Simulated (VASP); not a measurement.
# BN in VASP: further runs, part 2 of 3

VASP 6.6.1.

## (4) Single point, PBE (all atoms moved at random, cell strained at random)

The input, INCAR:

```
SYSTEM = BN
  ALGO = Normal
  EDIFF = 1E-6
  ENCUT = 520
  GGA = PE
  ISIF = 2
  ISMEAR = 0
  LASPH = .TRUE.
  LCHARG = .FALSE.
  LREAL = .FALSE.
  LWAVE = .FALSE.
  NBANDS = 11
  NELM = 100
  PREC = Accurate
  SIGMA = 0.02
```

The input, KPOINTS:

```
k-points
0
G
  12 12 12
  0 0 0
```

The input, POSCAR:

```
BN
1.0
    0.0100077655      1.7678572751      1.7570699192
    1.7675853250      0.0065449336      1.7605327511
    1.7757075694      1.7794423515     -0.0015773109
B N
1 1
Direct
   -0.0212713617     -0.0329205555      0.0227661209
    0.7712713617      0.7829205555      0.7272338791
```

Potentials or basis: VASP PAW PBE potentials, release 64 (B, N).

Run with:

```console
$ cat potpaw_PBE.64/B/POTCAR potpaw_PBE.64/N/POTCAR > POTCAR
$ mpirun -np 1 vasp_std > vasp.out
```

Wall time 69 s (1 thread of Intel Xeon Platinum 8375C at 2.90GHz (Ice Lake), shared host); peak memory 0.2 GiB.

It converged, with:

```yaml
Free_energy: -16.8488 eV
Pressure: 45.6 GPa
Largest_force: 5.112 eV/Å
Band_gap_on_the_k_mesh: 2.74 eV, indirect (least direct gap 7.27 eV)
```

Forces in eV/Å, atoms in the order of the input:
```
B    0.976  0.641  4.977
N   -0.976 -0.641 -4.977
```

Stress tensor (GPa, compression positive):
```
48.15 10.04  4.34
10.04 47.30  3.61
 4.34  3.61 41.46
```

Levels at points of the mesh, in eV from the valence-band top:
| k point | band 1 | band 2 | band 3 | band 4 | band 5 | band 6 | band 7 | band 8 |
| --- | --- | --- | --- | --- | --- | --- | --- | --- |
| (0.00, 0.00, 0.00) | -22.39 | -3.47 | -1.00 | 0.00 | 7.27 | 7.48 | 9.65 | 10.18 |
| (0.50, 0.00, 0.00) | -17.75 | -12.47 | -5.18 | -1.99 | 6.81 | 9.83 | 12.07 | 13.99 |
| (0.00, 0.50, 0.00) | -17.76 | -12.38 | -5.05 | -2.32 | 7.23 | 9.86 | 11.39 | 13.71 |
| (0.50, 0.50, 0.00) | -16.28 | -10.70 | -7.75 | -5.83 | 3.14 | 8.29 | 16.40 | 19.46 |
| (0.00, 0.00, 0.50) | -18.01 | -12.90 | -4.16 | -1.98 | 7.78 | 8.95 | 13.38 | 14.97 |
| (0.50, 0.00, 0.50) | -16.55 | -10.90 | -6.39 | -6.17 | 2.74 | 7.36 | 18.34 | 18.96 |
| (0.00, 0.50, 0.50) | -16.51 | -10.86 | -6.46 | -6.20 | 2.74 | 7.32 | 18.38 | 18.93 |
| (0.50, 0.50, 0.50) | -18.02 | -12.97 | -3.95 | -2.17 | 8.15 | 9.24 | 12.96 | 15.11 |

Caveat: so large a pressure means that the cell lies far from this level's equilibrium, or that cutoff or potentials fall short; forces of over 1 eV/Å show positions far from the minimum, so gaps and moduli don't describe the material at rest. A k mesh can miss the band edges.

## (5) Single point, PBE (B replaced by Ga, lengths x 1.147, strained and moved within the space group)

The input, INCAR:

```
ALGO = Normal
EDIFF = 1E-6
ENCUT = 520
GGA = PE
ISIF = 2
ISMEAR = 0
LASPH = True
LCHARG = True
LELF = True
LREAL = False
LVHAR = True
LWAVE = False
NBANDS = 16
NELM = 100
PREC = Accurate
SIGMA = 0.02
```

The input, KPOINTS:

```
k-points
0
Gamma
  10 10 10
```

The input, POSCAR:

```
GaN
1.0
    0.0000000000      2.0755698173      2.0755698173
    2.0755698173      0.0000000000      2.0755698173
    2.0755698173      2.0755698173      0.0000000000
Ga N
1 1
Direct
    0.0000000000      0.0000000000      0.0000000000
    0.7500000000      0.7500000000      0.7500000000
```

Potentials or basis: VASP PAW PBE potentials, release 64 (Ga_d, N).

Run with:

```console
$ cat potpaw_PBE.64/Ga_d/POTCAR potpaw_PBE.64/N/POTCAR > POTCAR
$ mpirun -np 1 vasp_std > vasp.out
```

OUTCAR:

```text
EDIFF = 1E-6
   ENCUT = 520
   GGA = PE
   ISIF = 2
   ISMEAR = 0
   LASPH = True
   LREAL = False
   NELM = 100
   PREC = Accurate

 ion  position               nearest neighbor table
   1  0.000  0.000  0.000-   2 1.80   2 1.80   2 1.80   2 1.80
   2  0.750  0.750  0.750-   1 1.80   1 1.80   1 1.80   1 1.80

  LATTYP: Found a face centered cubic cell.
 ALAT       =     4.1511396346

  Lattice vectors:

 A1 = (   0.0000000000,   2.0755698173,   2.0755698173)
 A2 = (   2.0755698173,   0.0000000000,   2.0755698173)
 A3 = (   2.0755698173,   2.0755698173,   0.0000000000)

Analysis of symmetry for initial positions (statically):
=====================================================================
 Subroutine PRICEL returns:
 Original cell was already a primitive cell.

 Routine SETGRP: Setting up the symmetry group for a
 face centered cubic supercell.

 Subroutine GETGRP returns: Found 24 space group operations
 (whereof 24 operations were pure point group operations)
 out of a pool of 48 trial point group operations.

The static configuration has the point symmetry T_d .

Analysis of symmetry for dynamics (positions and initial velocities):
=====================================================================
 Subroutine PRICEL returns:
 Original cell was already a primitive cell.

 Routine SETGRP: Setting up the symmetry group for a
 face centered cubic supercell.

 Subroutine GETGRP returns: Found 24 space group operations
 (whereof 24 operations were pure point group operations)
 out of a pool of 48 trial point group operations.

The dynamic configuration has the point symmetry T_d .

 Subroutine INISYM returns: Found 24 space group operations
 (whereof 24 operations are pure point group operations),
 and found     1 'primitive' translations

----------------------------------------------------------------------------------------

                                     Primitive cell

  volume of cell :      17.8831

  direct lattice vectors                    reciprocal lattice vectors
     0.000000000  2.075569817  2.075569817    -0.240897702  0.240897702  0.240897702
     2.075569817  0.000000000  2.075569817     0.240897702 -0.240897702  0.240897702
     2.075569817  2.075569817  0.000000000     0.240897702  0.240897702 -0.240897702

  length of vectors
     2.935298985  2.935298985  2.935298985     0.417247060  0.417247060  0.417247060

  position of ions in fractional coordinates (direct lattice)
     0.000000000  0.000000000  0.000000000
     0.750000000  0.750000000  0.750000000

  ion indices of the primitive-cell ions
   primitive index   ion index
                 1           1
                 2           2

----------------------------------------------------------------------------------------

 KPOINTS: k-points

Automatic generation of k-mesh.
 Grid dimensions read from file:
 generate k-points for:   10   10   10

 Generating k-lattice:

  Cartesian coordinates                     Fractional coordinates (reciprocal lattice)
    -0.024089770  0.024089770  0.024089770     0.100000000  0.000000000  0.000000000
     0.024089770 -0.024089770  0.024089770     0.000000000  0.100000000  0.000000000
     0.024089770  0.024089770 -0.024089770     0.000000000  0.000000000  0.100000000

  Length of vectors
     0.041724706  0.041724706  0.041724706

  Shift w.r.t. Gamma in fractional coordinates (k-lattice)
     0.000000000  0.000000000  0.000000000

 Subroutine IBZKPT returns following result:
 ===========================================

 Found     47 irreducible k-points:

 Following reciprocal coordinates:
            Coordinates               Weight
  0.000000  0.000000  0.000000      1.000000
  0.100000  0.000000  0.000000      8.000000
  0.200000  0.000000  0.000000      8.000000
  0.300000  0.000000  0.000000      8.000000
  0.400000  0.000000  0.000000      8.000000
  0.500000  0.000000  0.000000      4.000000
[... 16 lines left out ...]
  0.300000  0.300000  0.000000      6.000000
  0.400000  0.300000  0.000000     24.000000
 [... further k-points ...]
   k-points           NKPTS =     47   k-points in BZ     NKDIM =     47   number of bands    NBANDS=     16
   number of dos      NEDOS =    301   number of ions     NIONS =      2
   total plane-waves  NPLWV =  13824
   dimension x,y,z NGX =    24 NGY =   24 NGZ =   24
   dimension x,y,z NGXF=    48 NGYF=   48 NGZF=   48
   ions per type =               1   1
   NGX,Y,Z   is equivalent  to a cutoff of  13.59, 13.59, 13.59 a.u.
   NGXF,Y,Z  is equivalent  to a cutoff of  27.19, 27.19, 27.19 a.u.
 SYSTEM =  unknown system
   PREC   = accura    normal or accurate (medium, high low for compatibility)
   ISTART =      0    job   : 0-new  1-cont  2-samecut
   ICHARG =      2    charge: 1-file 2-atom 10-const
   ISPIN  =      1    spin polarized calculation?
   LNONCOLLINEAR =      F non collinear calculations
   LSORBIT =      F    spin-orbit coupling
   LASPH  =      T    aspherical Exc in radial PAW
   ENCUT  =  520.0 eV  38.22 Ry    6.18 a.u.   5.46  5.46  5.46*2*pi/ulx,y,z
   NELM   =    100;   NELMIN=  2; NELMDL= -5     # of ELM steps
   EDIFF  = 0.1E-05   stopping-criterion for ELM
   LREAL  =      F    real-space projection
   EDIFFG = 0.1E-04   stopping-criterion for IOM
   NSW    =      0    number of steps for IOM
   IBRION =     -1    ionic relax: 0-MD 1-quasi-New 2-CG
   NFREE  =      0    steps in history (QN), initial steepest desc. (CG)
   ISIF   =      2    stress and relaxation
   ISYM   =      2    0-nonsym 1-usesym 2-fastsym
   POTIM  = 0.5000    time-step for ionic-motion
   TEBEG  =    0.0;   TEEND  =   0.0 temperature during run
   PSTRESS=    0.0 pullay stress
   NELECT =      18.0000    total number of electrons
   NUPDOWN=      -1.0000    fix difference up-down
   EMIN   =  10.00;   EMAX   =-10.00  energy-range for DOS
   EFERMI =   0.00;   METHOD = LEGACY
   ISMEAR =     0;   SIGMA  =   0.02  broadening in eV -4-tet -1-fermi 0-gaus
   EFERMI_NEDOS =   21; number of points for ismear=-14 and -15
   IALGO  =     38    algorithm
   IMIX   =      4    mixing-type and parameters
     AMIX     =   0.40;   BMIX     =  1.00
     AMIX_MAG =   1.60;   BMIX_MAG =  1.00
  volume/ion in A,a.u.               =       8.94        60.34
  Fermi-wavevector in a.u.,A,eV,Ry     =   1.640659  3.100396 36.623644  2.691762
  Thomas-Fermi vector in A             =   2.731260
   LORBIT       =      0    0 simple, 1 ext, 2 COOP (PROOUT), +10 PAW based schemes
   GGA     = PE    functional components
   LHFCALC =     F    Hartree Fock is set to
   AEXX    =    0.0000 exact exchange contribution
   IVDW    =     0    specifies the selected vdW correction
   LEPSILON=     F    determine dielectric tensor
   LRPA    =     F    only Hartree local field effects (RPA)
 non-spin polarized calculation
 Gauss-broadening in eV      SIGMA  =   0.02
  energy-cutoff  :      520.00
  volume of cell :       17.88
 maximum number of plane-waves:       531
 NGX is ok and might be reduce to    24
   NGX = 11   NGY = 11   NGZ = 11

 number of electron      17.9999993 magnetization

 Free energy of the ion-electron system (eV)
  ---------------------------------------------------
  ext. energy  EPLUGINS =         0.00000000
  ---------------------------------------------------
  free energy    TOTEN  =       -10.97469943 eV

  energy without entropy =      -10.97469943  energy(sigma->0) =      -10.97469943

 E-fermi :   8.5967     XC(G=0): -13.0538

 val. band max:        8.3810821322   @ k =   0.0000   0.0000   0.0000
 cond. band min:      11.6768001668   @ k =   0.0000   0.0000   0.0000
 fundamental gap:      3.2957180346
 Fermi energy:         8.5967420236

 k-point     1 :       0.0000    0.0000    0.0000
  band No.  band energies     occupation
      1     -10.0207      2.00000
      2      -5.5862      2.00000
      3      -5.5862      2.00000
      4      -5.5862      2.00000
      5      -4.9185      2.00000
      6      -4.9185      2.00000
[... 8 lines left out ...]
     15      29.1544      0.00000
     16      29.1544      0.00000
[... 419 lines left out ...]
 k-point    24 :       0.4000    0.3000    0.0000
  band No.  band energies     occupation
      1      -8.2146      2.00000
      2      -5.4559      2.00000
      3      -5.1431      2.00000
      4      -5.1349      2.00000
      5      -4.8013      2.00000
      6      -4.2600      2.00000
[... 8 lines left out ...]
     15      33.5688      0.00000
     16      34.8129      0.00000

 [... further k-points ...]

------------------------ aborting loop because EDIFF is reached ----------------------------------------

  FORCE on cell =-STRESS in cart. coord.  units (eV):
  Direction    XX          YY          ZZ          XY          YZ          ZX
  --------------------------------------------------------------------------------------
  -------------------------------------------------------------------------------------
  Total        9.4628916      9.4628916      9.4628916      0.0000000     -0.0000000      0.0000000
  in kB      847.7980440    847.7980440    847.7980440      0.0000000     -0.0000000      0.0000000
  external PRESSURE =     847.7980440 kB  Pullay stress =       0.0000000 kB

 VOLUME and BASIS-vectors are now :
 -----------------------------------------------------------------------------
  energy-cutoff  :      520.00
  volume of cell :       17.88
      direct lattice vectors                 reciprocal lattice vectors
     0.000000000  2.075569817  2.075569817    -0.240897702  0.240897702  0.240897702
     2.075569817  0.000000000  2.075569817     0.240897702 -0.240897702  0.240897702
     2.075569817  2.075569817  0.000000000     0.240897702  0.240897702 -0.240897702

 POSITION                                       TOTAL-FORCE (eV/Angst)
 -----------------------------------------------------------------------------------
      0.00000      0.00000      0.00000         0.000000      0.000000      0.000000
      3.11335      3.11335      3.11335        -0.000000     -0.000000     -0.000000
 -----------------------------------------------------------------------------------
    total drift:                               -0.000001     -0.000001     -0.000002

  FREE ENERGIE OF THE ION-ELECTRON SYSTEM (eV)
  ---------------------------------------------------
  free  energy   TOTEN  =       -10.9746994306 eV

  energy  without entropy=      -10.9746994306  energy(sigma->0) =      -10.97469943
```

OSZICAR:

```text
N       E                     dE             d eps       ncg     rms          rms(c)
DAV:   1     0.776292672253E+02    0.77629E+02   -0.92161E+03  1712   0.216E+03
DAV:   2    -0.889995617022E+01   -0.86529E+02   -0.81171E+02  1736   0.330E+02
DAV:   3    -0.134577530101E+02   -0.45578E+01   -0.45416E+01  1736   0.664E+01
DAV:   4    -0.135030393708E+02   -0.45286E-01   -0.45283E-01  1872   0.677E+00
DAV:   5    -0.135035829729E+02   -0.54360E-03   -0.54360E-03  1760   0.676E-01    0.883E+00
DAV:   6    -0.109787267447E+02    0.25249E+01   -0.47165E+00  2288   0.499E+01    0.285E+00
DAV:   7    -0.109836031272E+02   -0.48764E-02   -0.55605E-01  1696   0.675E+00    0.199E+00
DAV:   8    -0.109787297936E+02    0.48733E-02   -0.40486E-02  1912   0.444E+00    0.513E-01
DAV:   9    -0.109746135426E+02    0.41163E-02   -0.14981E-02  2136   0.369E+00    0.114E-01
DAV:  10    -0.109746558974E+02   -0.42355E-04   -0.93470E-04  1880   0.411E-01    0.359E-02
DAV:  11    -0.109746988370E+02   -0.42940E-04   -0.73631E-05  1824   0.806E-02    0.335E-02
DAV:  12    -0.109746994306E+02   -0.59363E-06   -0.32986E-06  1720   0.197E-02
   1 F= -.10974699E+02 E0= -.10974699E+02  d E =-.107753E-54
```

Run time: 8 s. Hardware: 1 thread of Intel Xeon Platinum 8375C at 2.90GHz (Ice Lake), shared host; peak memory 0.14 GiB.

Results:

```
Free energy            : -10.9747 eV
Pressure               : 84.8 GPa
Band gap on the k mesh : 3.30 eV, direct
```

Caveat: the cell as given lies far from equilibrium; so large a pressure means that the cell lies far from this level's equilibrium, or that cutoff or potentials fall short. A k mesh can miss the band edges.

(Continued in part 3 of 3.)
